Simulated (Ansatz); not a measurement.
## How settings move the G0W0 gap of AlN (h-MgO type)

AlN (h-MgO type), relaxed with r2SCAN; one-shot G0W0 in Ansatz without spin-orbit coupling. (Calculated; spin-unpolarised; the phase may be known or hypothetical.)

Space group P6_3/mmc (No. 194). a = 3.292 Å, b = 3.292 Å, c = 4.137 Å, α = 90.00°, β = 90.00°, γ = 120.00°

| atom | site | symmetry | x | y | z |
| --- | --- | --- | --- | --- | --- |
| Al | 2c | -6m2 | 0.3333 | 0.6667 | 0.2500 |
| N | 2d | -6m2 | 0.6667 | 0.3333 | 0.2500 |

Gaps are read over the mesh points alone. G0W0 values are finite-basis, finite-mesh values.
```tsv
start	potentials	frequency model	mesh	empty bands	screening cutoff (eV)	Kohn-Sham gap (eV)	G0W0 gap (eV)	rough cost
r2SCAN	PAW	contour deformation	6×6×4	146	140	4.03	5.23	80 core-seconds
r2SCAN	PAW	contour deformation	6×6×4	268	210	4.03	5.32	5 core-minutes
HSE06	PAW	contour deformation	6×6×4	146	140	4.74	5.51	2.6 core-minutes
LDA	PAW	contour deformation	6×6×4	146	140	3.47	4.95	70 core-seconds
PBE	PAW	contour deformation	6×6×4	146	140	3.46	4.94	70 core-seconds
r2SCAN	PAW	Godby-Needs pole	6×6×4	146	140	4.03	5.17	100 core-seconds
r2SCAN	PAW	contour deformation	6×6×4	63	80	4.03	4.95	30 core-seconds
r2SCAN	norm-conserving	contour deformation	6×6×4	146	140	4.08	5.27	2.9 core-minutes
```

Over the mesh points the r2SCAN gap of 4.03 eV becomes a quasiparticle gap of 5.32 eV (direct at Γ), a change of +1.29 eV. Renormalisation factors Z lie between 0.79 and 0.85.

Raising bands and cutoff together moves the gap by +0.28 eV (80 to 140 eV), then +0.09 eV (140 to 210 eV); the last step is still large, so the basis limit isn't reached. Starting from HSE06 (4.74 eV against r2SCAN's 4.03 eV) gives 5.51 eV, +0.28 eV from G0W0@r2SCAN at the same screening cutoff. Starting from LDA (3.47 eV against r2SCAN's 4.03 eV) gives 4.95 eV, -0.28 eV from G0W0@r2SCAN at the same screening cutoff. Starting from PBE (3.46 eV against r2SCAN's 4.03 eV) gives 4.94 eV, -0.29 eV from G0W0@r2SCAN at the same screening cutoff. The Godby-Needs plasmon pole differs from contour deformation by -0.06 eV. Norm-conserving potentials (wave cutoff 1252 eV against 500 eV) shift the quasiparticle gap by +0.04 eV and the r2SCAN gap by +0.05 eV. r2SCAN runs take a wave cutoff of 500 eV.
